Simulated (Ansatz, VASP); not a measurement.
## Y: VASP beside Ansatz

```
Y
1.0
     0.00000    2.55285    2.55285
     2.55285    0.00000    2.55285
     2.55285    2.55285    0.00000
Y
1
Direct
  0.00000 0.00000 0.00000
```

Change from the starting cell: volume scaled by 1.025.

Alike in both runs: task single point; functional PBE; k mesh 12 × 12 × 12; occupations fermi-dirac, width 0.03 eV; no spin polarisation.

|  | VASP | Ansatz |
| --- | --- | --- |
| version | VASP 6.6.1 | Ansatz 0.2.0 |
| potentials or method | VASP PAW PBE potentials, release 64 (Y_sv), cutoff 520 eV | all-electron LAPW, scalar-relativistic |

Ansatz gave:

```
pressure (GPa) : -1.0
```

Problem. Estimate VASP's values.

Solution. Pressure (GPa): -1.1.

Ansatz ran all-electron here, so the differences hold the error of VASP's frozen core and of both bases.
